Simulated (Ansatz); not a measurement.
Set up this calculation in Ansatz 0.2.0, as the native input.

```
Task                                : band structure
Functional                          : HSE06
Potentials or basis                 : Ansatz PAW
Cutoff                              : 420 eV (not typed: the program's choice for these potentials)
k mesh                              : 4 × 4 × 4
Occupations                         : fermi-dirac, width 0.05 eV
Spin                                : no spin polarisation
Path                                : [["G", "X", "M", "G", "R", "X"], ["M", "R"]]
Points for each segment of the path : 4
```

N:

```
N
1.0
     5.81510    0.00000    0.00000
     0.00000    5.81510    0.00000
     0.00000    0.00000    5.81510
N
8
Direct
  0.04586 0.45414 0.54586
  0.45414 0.54586 0.04586
  0.54586 0.04586 0.45414
  0.95414 0.95414 0.95414
  0.93610 0.56390 0.43610
  0.56390 0.43610 0.93610
  0.43610 0.93610 0.56390
  0.06390 0.06390 0.06390
```

One way to write it, as run:

input

```
crystal:
  lattice:
    - [5.81510172, 0.0, 0.0]
    - [0.0, 5.81510172, 0.0]
    - [0.0, 0.0, 5.81510172]
  atoms:
    - { symbol: "N", position: [0.04586114, 0.45413886, 0.54586114] }
    - { symbol: "N", position: [0.45413886, 0.54586114, 0.04586114] }
    - { symbol: "N", position: [0.54586114, 0.04586114, 0.45413886] }
    - { symbol: "N", position: [0.95413886, 0.95413886, 0.95413886] }
    - { symbol: "N", position: [0.93609856, 0.56390144, 0.43609856] }
    - { symbol: "N", position: [0.56390144, 0.43609856, 0.93609856] }
    - { symbol: "N", position: [0.43609856, 0.93609856, 0.56390144] }
    - { symbol: "N", position: [0.06390144, 0.06390144, 0.06390144] }
hamiltonian:
  xc: hse06
  pseudopotentials: { kind: paw }
kpoints:
  mp_grid: { grid: [4, 4, 4] }
  band_path:
    path:
      - [[0.0, 0.0, 0.0], [0.0, 0.5, 0.0], [0.5, 0.5, 0.0], [0.0, 0.0, 0.0], [0.5, 0.5, 0.5], [0.0, 0.5, 0.0]]
      - [[0.5, 0.5, 0.0], [0.5, 0.5, 0.5]]
    npoints: 4
scf:
  occupations: { method: fermi_dirac, width: 0.05 }
  n_extra_bands: 20
output:
  forces: true
  stress: true
  eigenvalues: true
  fatbands: false
```

Results of the run:

| Property | Result |
| --- | --- |
| Pressure | -2.8 GPa |
| Largest force | 2.555 eV/Å |
| Band gap on the k mesh | 9.79 eV, indirect (least direct gap 9.81 eV) |
| Band gap along the path | 9.79 eV, indirect (least direct gap 9.81 eV) |

Caveat: the PAW data sets come from PBE, with cores solved anew for the run's functional, which leaves a small shift of forces and pressure; forces of over 1 eV/Å show positions far from the minimum, so gaps and moduli don't describe the material at rest; the thresholds are loose for stress.

Run time: 52 s on 1 × NVIDIA H100 80GB HBM3 with 2 threads of AMD EPYC 7R13 Processor (Zen 3), on a shared host, peak memory 2.3 GiB.
